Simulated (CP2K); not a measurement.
# Bi (Im-3m) in CP2K: equation of state

Aim: energy against volume of Bi in PBEsol, for its equilibrium volume and stiffness.

Everything below comes from runs of CP2K 2026.2. Logs are shortened: lines on timing, memory, paths and dates and some standing lists are left out, and cuts for length are marked.

## (1) Starting point

Symmetry: Im-3m, No. 229, cubic system. The conventional cell has a = 3.963 Å, b = 3.963 Å, c = 3.963 Å, α = 90.00°, β = 90.00°, γ = 90.00°. Around Bi (site symmetry m-3m) lie 8 Bi at 3.43 Å.

This isn't the form of Bi at room conditions, which is rhombohedral.

## (2) Single point, PBEsol, 31.12 Å³/atom

File bi_eos.inp:

```
&GLOBAL
  PROJECT bi_eos
  RUN_TYPE ENERGY_FORCE
  PRINT_LEVEL LOW
&END GLOBAL
&FORCE_EVAL
  METHOD QS
  STRESS_TENSOR ANALYTICAL
  &DFT
    BASIS_SET_FILE_NAME BASIS_MOLOPT_UZH
    POTENTIAL_FILE_NAME POTENTIAL_UZH
    &MGRID
      CUTOFF 450
      REL_CUTOFF 60
      NGRIDS 4
    &END MGRID
    &QS
      METHOD GPW
      EPS_DEFAULT 1.0E-10
    &END QS
    &KPOINTS
      SCHEME MONKHORST-PACK 9 9 9
      GAMMA_CENTERED T
      SYMMETRY T
      SYMMETRY_BACKEND SPGLIB
    &END KPOINTS
    &SCF
      SCF_GUESS ATOMIC
      EPS_SCF 1.0E-6
      MAX_SCF 100
      ADDED_MOS 8
      CHOLESKY OFF
      EPS_EIGVAL 1.0E-7
      &DIAGONALIZATION ON
        ALGORITHM STANDARD
      &END DIAGONALIZATION
      &MIXING ON
        METHOD BROYDEN_MIXING
        ALPHA 0.4
        BETA 1.5
        NBUFFER 8
      &END MIXING
      &SMEAR ON
        METHOD FERMI_DIRAC
        ELECTRONIC_TEMPERATURE [K] 580.226
      &END SMEAR
    &END SCF
    &XC
      &XC_FUNCTIONAL
        &GGA_X_PBE_SOL
        &END GGA_X_PBE_SOL
        &GGA_C_PBE_SOL
        &END GGA_C_PBE_SOL
      &END XC_FUNCTIONAL
    &END XC
    &PRINT
      &KPOINTS ON
      &END KPOINTS
      &MULLIKEN ON
      &END MULLIKEN
      &MO ON
        ENERGIES T
        OCCUPATION_NUMBERS T
        &EACH
          QS_SCF 0
        &END EACH
        ADD_LAST NUMERIC
      &END MO
    &END PRINT
  &END DFT
  &SUBSYS
    &CELL
      A 3.4319383527 0.0000000000 0.0000000000
      B -1.1439794509 3.2356625091 0.0000000000
      C -1.1439794509 -1.6178312546 2.8021659310
      PERIODIC XYZ
    &END CELL
    &COORD
      SCALED
      Bi  0.0000000000 0.0000000000 0.0000000000
    &END COORD
    &KIND Bi
      BASIS_SET TZVP-MOLOPT-PBE-GTH-q5
      POTENTIAL GTH-PBE-q5
    &END KIND
    &PRINT
      &ATOMIC_COORDINATES ON
      &END ATOMIC_COORDINATES
      &CELL ON
      &END CELL
    &END PRINT
  &END SUBSYS
  &PRINT
    &FORCES ON
    &END FORCES
    &STRESS_TENSOR ON
    &END STRESS_TENSOR
  &END PRINT
&END FORCE_EVAL
```

Potentials or basis: POTENTIAL_UZH Bi GTH-PBE-q5; TZVP-MOLOPT-PBE-GTH basis.

Command:

```bash
OMP_NUM_THREADS=1 cp2k.psmp -i bi_eos.inp -o bi_eos.out
```

bi_eos.out:

```text

 CP2K| version string:                                       CP2K version 2026.2
 CP2K| Input file name                                                bi_eos.inp

 GLOBAL| Force Environment number                                              1
 GLOBAL| Basis set file name                                    BASIS_MOLOPT_UZH
 GLOBAL| Potential file name                                       POTENTIAL_UZH
 GLOBAL| MM Potential file name                                     MM_POTENTIAL
 GLOBAL| Coordinate file name                                      __STD_INPUT__
 GLOBAL| Method name                                                        CP2K
 GLOBAL| Project name                                                     bi_eos
 GLOBAL| Run type                                                   ENERGY_FORCE
 GLOBAL| FFT library                                                       FFTW3
 GLOBAL| Diagonalization library                                       ScaLAPACK
 GLOBAL| Cholesky decomposition library                                ScaLAPACK
 GLOBAL| DGEMM library                                                      BLAS
 GLOBAL| Direct generalized diagonalization requested                          F
 GLOBAL| Matrix multiplication library                                 ScaLAPACK
 GLOBAL| Global print level                                                  LOW
 GLOBAL| Total number of message passing processes                             1
 GLOBAL| Number of threads for this process                                    1
 GLOBAL| CPU model name                                                  UNKNOWN

 CELL| Volume [angstrom^3]:                                            31.116916
 CELL| Vector a [angstrom]:       3.432     0.000     0.000   |a| =     3.431938
 CELL| Vector b [angstrom]:      -1.144     3.236     0.000   |b| =     3.431938
 CELL| Vector c [angstrom]:      -1.144    -1.618     2.802   |c| =     3.431938
 CELL| Angle (b,c), alpha [degree]:                                   109.471221
 CELL| Angle (a,c), beta  [degree]:                                   109.471221
 CELL| Angle (a,b), gamma [degree]:                                   109.471221
 CELL| Numerically orthorhombic:                                              NO
 CELL| Periodicity                                                           XYZ

 CELL_REF| Volume [angstrom^3]:                                        31.116916
 CELL_REF| Vector a [angstrom     3.432     0.000     0.000   |a| =     3.431938
 CELL_REF| Vector b [angstrom    -1.144     3.236     0.000   |b| =     3.431938
 CELL_REF| Vector c [angstrom    -1.144    -1.618     2.802   |c| =     3.431938
 CELL_REF| Angle (b,c), alpha [degree]:                               109.471221
 CELL_REF| Angle (a,c), beta  [degree]:                               109.471221
 CELL_REF| Angle (a,b), gamma [degree]:                               109.471221
 CELL_REF| Numerically orthorhombic:                                          NO
 CELL_REF| Periodicity                                                       XYZ

 GENERATE|  Preliminary Number of Bonds generated:                             0
 GENERATE|  Achieved consistency in connectivity generation.

[... 128 lines left out ...]
  Total charge density g-space grids:          -0.0000000020

  Overlap energy of the core charge distribution:               0.00000000000170
  Self energy of the core charge distribution:                -11.42326415824045
  Core Hamiltonian energy:                                      2.20982248466698
  Hartree energy:                                               5.07470664365813
  Exchange-correlation energy:                                 -1.33591184718053
  Electronic entropic energy:                                  -0.00018900768971
  Fermi energy:                                                 0.21527042307784

  Total energy:                                                -5.47483588479183
  Total energy (extrapolated to T->0):                         -5.47474138094698

 MO| EIGENVALUES AND OCCUPATION NUMBERS FOR K POINT 1
 MO|
 MO|  Index      Eigenvalue [a.u.]        Eigenvalue [eV]             Occupation
 MO|      1              -0.105623              -2.874159               2.000000
 MO|      2               0.123944               3.372686               2.000000
 MO|      3               0.123944               3.372687               2.000000
 MO|      4               0.196216               5.339304               1.999937
 MO|      5               0.404178              10.998244               0.000000
 MO|      6               0.404178              10.998245               0.000000
 MO|      7               0.832124              22.643241               0.000000
 MO|      8               1.008223              27.435130               0.000000
 MO|      9               1.008223              27.435146               0.000000
 MO|     10               1.160139              31.568986               0.000000
 MO|     11               1.210081              32.927989               0.000000
 MO| Sum:                                                               7.999937
 MO| E(Fermi):            0.215270 a.u.          5.857806 eV
[... 210 lines left out ...]
 MO|  Index      Eigenvalue [a.u.]        Eigenvalue [eV]             Occupation
 MO|      1              -0.176099              -4.791893               2.000000
 MO|      2               0.080906               2.201556               2.000000
 MO|      3               0.192470               5.237375               1.999992
 MO|      4               0.319568               8.695898               0.000000
 MO|      5               0.523548              14.246467               0.000000
 MO|      6               0.570731              15.530385               0.000000
 MO|      7               0.708548              19.280559               0.000000
 MO|      8               0.794908              21.630548               0.000000
 MO|      9               0.973030              26.477498               0.000000
 MO|     10               1.119901              30.474048               0.000000
 MO|     11               1.136767              30.933003               0.000000
 MO| Sum:                                                               5.999992
 MO| E(Fermi):            0.215270 a.u.          5.857806 eV

 [... the levels of further k-points ...]

 !-----------------------------------------------------------------------------!
                     Mulliken Population Analysis

 #  Atom  Element  Kind  Atomic population                           Net charge
       1     Bi       1          5.000000                             -0.000000
 # Total charge                              5.000000                 -0.000000

 !-----------------------------------------------------------------------------!

 ENERGY| Total FORCE_EVAL ( QS ) energy [hartree]             -5.474836056716003

 FORCES| Atomic forces [hartree/bohr]
 FORCES|   Atom     x               y               z               |f|
 FORCES|      1  2.39706938E-15  4.80190907E-15 -5.77839961E-16   5.39797845E-15
 FORCES| Sum     2.39706938E-15  4.80190907E-15 -5.77839961E-16
 FORCES| Total atomic force                                       5.39797845E-15

 STRESS| Analytical stress tensor [bar]
 STRESS|                        x                   y                   z
 STRESS|      x        3.93143474631E+03   1.40644730830E-04   1.56167506042E-04
 STRESS|      y        1.40644730830E-04   3.93140678176E+03  -1.05144966350E-03
 STRESS|      z        1.56167506042E-04  -1.05144966350E-03   3.93143599059E+03
 STRESS| 1/3 Trace                                             3.93142583955E+03
 STRESS| Determinant                                           6.07645468191E+10

 STRESS| Eigenvectors and eigenvalues of the analytical stress tensor [bar]
 STRESS|                        1                   2                   3
 STRESS| Eigenvalues   3.93140674320E+03   3.93143472952E+03   3.93143604595E+03
 STRESS|      x          -0.005219658988      0.993295614230      0.115484102415
 STRESS|      y           0.999339802496      0.009333650041     -0.035111851616
 STRESS|      z           0.035954336415     -0.115224588207      0.992688561416
```

Wall time 21 s (1 thread of Arm Neoverse V2, shared host); peak memory 0.22 GiB.

What came out:

```yaml
Free_energy: -148.9779 eV
Pressure: 0.4 GPa
Band_gap_on_the_k_mesh: none (metal or under the smearing width)
```

Caveat: the potentials were made for another functional, which shifts forces and pressure; spin-orbit coupling is left out, which moves the levels of the heavy elements; the basis of atomic orbitals isn't converged, which shifts pressures, moduli and gaps.

## (3) Single point, PBEsol, 30.49 Å³/atom (volume scaled by 0.98)

bi_eos.inp: that of step 2 with these lines changed.

```diff
@@ -11,2 +11,3 @@
     POTENTIAL_FILE_NAME POTENTIAL_UZH
+    WFN_RESTART_FILE_NAME previous-RESTART.kp
     &MGRID
@@ -27,3 +28,3 @@
     &SCF
-      SCF_GUESS ATOMIC
+      SCF_GUESS RESTART
       EPS_SCF 1.0E-6
@@ -72,5 +73,5 @@
     &CELL
-      A 3.4319383527 0.0000000000 0.0000000000
-      B -1.1439794509 3.2356625091 0.0000000000
-      C -1.1439794509 -1.6178312546 2.8021659310
+      A 3.4089045154 0.0000000000 0.0000000000
+      B -1.1363015051 3.2139459990 0.0000000000
+      C -1.1363015051 -1.6069729996 2.7833588816
       PERIODIC XYZ
```

Potentials or basis: POTENTIAL_UZH Bi GTH-PBE-q5; TZVP-MOLOPT-PBE-GTH basis.

Command:

```bash
OMP_NUM_THREADS=1 cp2k.psmp -i bi_eos.inp -o bi_eos.out
```

Run time: 15 s. Hardware: 1 thread of Arm Neoverse V2, shared host; peak memory 0.22 GiB.

It converged, with:

| Item | Value |
| --- | --- |
| Free energy | -148.9741 eV |
| Pressure | 1.6 GPa |
| Band gap on the k mesh | none (metal or under the smearing width) |

Caveat: the potentials were made for another functional, which shifts forces and pressure; spin-orbit coupling is left out, which moves the levels of the heavy elements; the basis of atomic orbitals isn't converged, which shifts pressures, moduli and gaps.

## (4) Single point, PBEsol, 31.74 Å³/atom (volume scaled by 1.02)

bi_eos.inp: that of step 3 with these lines changed.

```diff
@@ -73,5 +73,5 @@
     &CELL
-      A 3.4089045154 0.0000000000 0.0000000000
-      B -1.1363015051 3.2139459990 0.0000000000
-      C -1.1363015051 -1.6069729996 2.7833588816
+      A 3.4546670836 0.0000000000 0.0000000000
+      B -1.1515556945 3.2570913621 0.0000000000
+      C -1.1515556945 -1.6285456811 2.8207238621
       PERIODIC XYZ
```

Potentials or basis: POTENTIAL_UZH Bi GTH-PBE-q5; TZVP-MOLOPT-PBE-GTH basis.

Command:

```bash
OMP_NUM_THREADS=1 cp2k.psmp -i bi_eos.inp -o bi_eos.out
```

bi_eos.out:

```text

 CP2K| version string:                                       CP2K version 2026.2
 CP2K| Input file name                                                bi_eos.inp

 GLOBAL| Force Environment number                                              1
 GLOBAL| Basis set file name                                    BASIS_MOLOPT_UZH
 GLOBAL| Potential file name                                       POTENTIAL_UZH
 GLOBAL| MM Potential file name                                     MM_POTENTIAL
 GLOBAL| Coordinate file name                                      __STD_INPUT__
 GLOBAL| Method name                                                        CP2K
 GLOBAL| Project name                                                     bi_eos
 GLOBAL| Run type                                                   ENERGY_FORCE
 GLOBAL| FFT library                                                       FFTW3
[... 8 lines left out ...]
 GLOBAL| CPU model name                                                  UNKNOWN

 CELL| Volume [angstrom^3]:                                            31.739254
 CELL| Vector a [angstrom]:       3.455     0.000     0.000   |a| =     3.454667
[... 402 lines left out ...]
                     Mulliken Population Analysis

 #  Atom  Element  Kind  Atomic population                           Net charge
       1     Bi       1          5.000000                             -0.000000
 # Total charge                              5.000000                 -0.000000

 !-----------------------------------------------------------------------------!

 ENERGY| Total FORCE_EVAL ( QS ) energy [hartree]             -5.474813652093927

 FORCES| Atomic forces [hartree/bohr]
 FORCES|   Atom     x               y               z               |f|
 FORCES|      1 -2.80138086E-15 -7.43875153E-16 -2.87295904E-15   4.08105117E-15
 FORCES| Sum    -2.80138086E-15 -7.43875153E-16 -2.87295904E-15
 FORCES| Total atomic force                                       4.08105117E-15

 STRESS| Analytical stress tensor [bar]
 STRESS|                        x                   y                   z
 STRESS|      x       -6.92284985397E+03  -7.97401489910E-04   8.37010910069E-04
 STRESS|      y       -7.97401489910E-04  -6.92285206183E+03  -3.86143991013E-04
 STRESS|      z        8.37010910069E-04  -3.86143991013E-04  -6.92284942804E+03
 STRESS| 1/3 Trace                                            -6.92285044795E+03
 STRESS| Determinant                                          -3.31783549771E+11

 STRESS| Eigenvectors and eigenvalues of the analytical stress tensor [bar]
 STRESS|                        1                   2                   3
 STRESS| Eigenvalues  -6.92285232437E+03  -6.92285042824E+03  -6.92284859123E+03
 STRESS|      x           0.293866645218      0.715468210381      0.633835652802
 STRESS|      y           0.954906218833     -0.190343511452     -0.227867200103
 STRESS|      z           0.042385234025     -0.672216176228      0.739140652619
```

It took 14 s on 1 thread of Arm Neoverse V2, shared host; peak memory 0.22 GiB.

What came out:

```yaml
Free_energy: -148.9773 eV
Pressure: -0.7 GPa
Band_gap_on_the_k_mesh: none (metal or under the smearing width)
```

Caveat: the potentials were made for another functional, which shifts forces and pressure; spin-orbit coupling is left out, which moves the levels of the heavy elements; the basis of atomic orbitals isn't converged, which shifts pressures, moduli and gaps.

## (5) Single point, PBEsol, 29.87 Å³/atom (volume scaled by 0.96)

bi_eos.inp: that of step 4 with these lines changed.

```diff
@@ -73,5 +73,5 @@
     &CELL
-      A 3.4546670836 0.0000000000 0.0000000000
-      B -1.1515556945 3.2570913621 0.0000000000
-      C -1.1515556945 -1.6285456811 2.8207238621
+      A 3.3855551215 0.0000000000 0.0000000000
+      B -1.1285183738 3.1919319794 0.0000000000
+      C -1.1285183738 -1.5959659897 2.7642941813
       PERIODIC XYZ
```

Command:

```bash
OMP_NUM_THREADS=1 cp2k.psmp -i bi_eos.inp -o bi_eos.out
```

Wall time 19 s (1 thread of Arm Neoverse V2, shared host); peak memory 0.22 GiB.

It converged, with:

```yaml
Free_energy: -148.9655 eV
Pressure: 2.9 GPa
Band_gap_on_the_k_mesh: none (metal or under the smearing width)
```

Caveat: the potentials were made for another functional, which shifts forces and pressure; spin-orbit coupling is left out, which moves the levels of the heavy elements; the basis of atomic orbitals isn't converged, which shifts pressures, moduli and gaps.

## (6) Single point, PBEsol, 32.36 Å³/atom (volume scaled by 1.04)

bi_eos.inp: that of step 5 with these lines changed.

```diff
@@ -73,5 +73,5 @@
     &CELL
-      A 3.3855551215 0.0000000000 0.0000000000
-      B -1.1285183738 3.1919319794 0.0000000000
-      C -1.1285183738 -1.5959659897 2.7642941813
+      A 3.4771006154 0.0000000000 0.0000000000
+      B -1.1590335385 3.2782418987 0.0000000000
+      C -1.1590335385 -1.6391209494 2.8390407641
       PERIODIC XYZ
```

Potentials or basis: POTENTIAL_UZH Bi GTH-PBE-q5; TZVP-MOLOPT-PBE-GTH basis.

Command:

```bash
OMP_NUM_THREADS=1 cp2k.psmp -i bi_eos.inp -o bi_eos.out
```

Run time: 18 s. Hardware: 1 thread of Arm Neoverse V2, shared host; peak memory 0.22 GiB.

The run converged. Its results:

```yaml
Free_energy: -148.9726 eV
Pressure: -1.7 GPa
Band_gap_on_the_k_mesh: none (metal or under the smearing width)
```

Caveat: the potentials were made for another functional, which shifts forces and pressure; spin-orbit coupling is left out, which moves the levels of the heavy elements; the basis of atomic orbitals isn't converged, which shifts pressures, moduli and gaps.

## (7) Single point, PBEsol, 29.25 Å³/atom (volume scaled by 0.94)

bi_eos.inp: that of step 6 with these lines changed.

```diff
@@ -73,5 +73,5 @@
     &CELL
-      A 3.4771006154 0.0000000000 0.0000000000
-      B -1.1590335385 3.2782418987 0.0000000000
-      C -1.1590335385 -1.6391209494 2.8390407641
+      A 3.3618791363 0.0000000000 0.0000000000
+      B -1.1206263788 3.1696100464 0.0000000000
+      C -1.1206263788 -1.5848050233 2.7449628203
       PERIODIC XYZ
```

Command:

```bash
OMP_NUM_THREADS=1 cp2k.psmp -i bi_eos.inp -o bi_eos.out
```

Wall time 20 s (1 thread of Arm Neoverse V2, shared host); peak memory 0.23 GiB.

It converged, with:

```
Free energy            : -148.9515 eV
Pressure               : 4.4 GPa
Band gap on the k mesh : none (metal or under the smearing width)
```

Caveat: the potentials were made for another functional, which shifts forces and pressure; spin-orbit coupling is left out, which moves the levels of the heavy elements; the basis of atomic orbitals isn't converged, which shifts pressures, moduli and gaps.

## (8) Single point, PBEsol, 32.98 Å³/atom (volume scaled by 1.06)

bi_eos.inp: that of step 7 with these lines changed.

```diff
@@ -73,5 +73,5 @@
     &CELL
-      A 3.3618791363 0.0000000000 0.0000000000
-      B -1.1206263788 3.1696100464 0.0000000000
-      C -1.1206263788 -1.5848050233 2.7449628203
+      A 3.4992483502 0.0000000000 0.0000000000
+      B -1.1664161167 3.2991229833 0.0000000000
+      C -1.1664161167 -1.6495614917 2.8571243138
       PERIODIC XYZ
```

Command:

```bash
OMP_NUM_THREADS=1 cp2k.psmp -i bi_eos.inp -o bi_eos.out
```

It took 17 s on 1 thread of Arm Neoverse V2, shared host; peak memory 0.22 GiB.

The run converged. Its results:

- Free energy: -148.9643 eV
- Pressure: -2.6 GPa
- Band gap on the k mesh: none (metal or under the smearing width)

Caveat: the potentials were made for another functional, which shifts forces and pressure; spin-orbit coupling is left out, which moves the levels of the heavy elements; the basis of atomic orbitals isn't converged, which shifts pressures, moduli and gaps.

## (9) Equation of state, PBEsol

Potentials or basis: POTENTIAL_UZH Bi GTH-PBE-q5; TZVP-MOLOPT-PBE-GTH basis.

This step only gathers the single runs of the series.

What came out:

| Item | Value |
| --- | --- |
| Equilibrium volume | 31.33 Å³/atom |
| Bulk modulus | 55 GPa |
| Pressure derivative of the bulk modulus | 3.7 |

Energy against volume, from the lowest point:
| volume (Å³/atom) | energy (meV/atom) |
| --- | --- |
| 29.250 | 26.38 |
| 29.872 | 12.39 |
| 30.495 | 3.79 |
| 31.117 | 0.00 |
| 31.739 | 0.61 |
| 32.362 | 5.26 |
| 32.984 | 13.60 |

Caveat: the potentials were made for another functional, which shifts forces and pressure; spin-orbit coupling is left out, which moves the levels of the heavy elements; the basis of atomic orbitals isn't converged, which shifts pressures, moduli and gaps.
